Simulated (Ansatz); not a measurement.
# Ag: energy along a strain

Ag, Im-3m, a = 3.225 Å. This isn't the element's structure at ambient conditions. Ansatz: PBEsol, PAW, 420 eV, Γ-centred 26×26×26 mesh on 1 atom, Gaussian smearing 0.15 eV; no spin polarisation. Cell vectors (Å): -1.613 1.613 1.613; 1.613 -1.613 1.613; 1.613 1.613 -1.613. The cell is strained by x per cent times the pattern (0 1 0 0 0 0) in the order xx yy zz yz xz xy (engineering shears), with fractional coordinates held. y is the free energy over the start, V0 = 16.773 Å³/atom. Points with a strain past 8.5 % were computed too (3) and aren't used here.

```
x (%) y (meV/atom)
-7.50             ?
-5.00         15.60
-2.50          3.45
 0.00          0.00
 2.50          3.09
 5.00         12.00
 7.50         25.98
```

Task: Fit y = c2 x² + c3 x³ to the other rows, get the stiffness along the pattern, and predict the missing energy.

Result: Least squares on the rows shown. y = 0.55540 x² − 0.012756 x³. The clamped-ion stiffness p·C·p = 2 × 5.554 eV × 160.2 / 16.773 Å³ = 106 GPa, which is C22 in these axes (C11 of the cubic crystal). At x = -7.50 the fit asked for gives 36.62 meV/atom. The run gave 38.71 meV/atom, so the fit is 2.09 meV/atom too low, 5.4 % of the span of the series, against an rms of 0.20 meV/atom on the fitted rows. The row lies outside the fitted range. With a term in x⁴ added, a fit to the same known rows predicts 38.25 meV/atom, so most of the miss is curvature that the known rows already hold.